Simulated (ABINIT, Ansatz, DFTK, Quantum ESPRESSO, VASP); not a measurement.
## TaN: 5 runs at one level of theory

```
Ta N
1.0
     0.00000    2.17900    2.17900
     2.17900    0.00000    2.17900
     2.17900    2.17900    0.00000
Ta N
1 1
Direct
  0.50000 0.50000 0.50000
  0.00000 0.00000 0.00000
```

Alike in all runs: task single point; functional PBE; k mesh 10 × 10 × 10; occupations fermi-dirac, width 0.05 eV; no spin polarisation; no spin-orbit coupling. A missing gap at this level doesn't show that the real crystal is a metal. Pressure is positive in compression and, in plane waves, holds the error of the finite cutoff, which Ansatz's Pulay term estimates and takes out.

| program and potentials | plane-wave cutoff (eV) | notes | band gap (eV) | pressure (GPa) |
| --- | --- | --- | --- | --- |
| DFTK, PseudoDojo SR PBE 0.4.1 standard (PBE) | 1143 | 9 valence electrons an atom on average | no gap | 14.05 |
| Quantum ESPRESSO, SSSP 1.3 efficiency PBE | 816 | 9 valence electrons an atom on average | ? | ? |
| VASP, PBE PAW files N, Ta_pv, 520 eV | 520 | 8 valence electrons an atom on average | no gap | 15.42 |
| ABINIT, JTH PAW PBE v2.0 | 707 | 9 valence electrons an atom on average | no gap | 14.27 |
| Ansatz, Ansatz PAW (earlier soft set) | 420 | 9 valence electrons an atom on average; Pulay term of +0.30 GPa included | no gap | 14.21 |

Q: Estimate from the other rows what the run with Quantum ESPRESSO, SSSP 1.3 efficiency PBE gave.

A: No band gap; pressure 13.96 GPa. The other rows, which needn't bracket it: pressure 14.05 to 15.42.
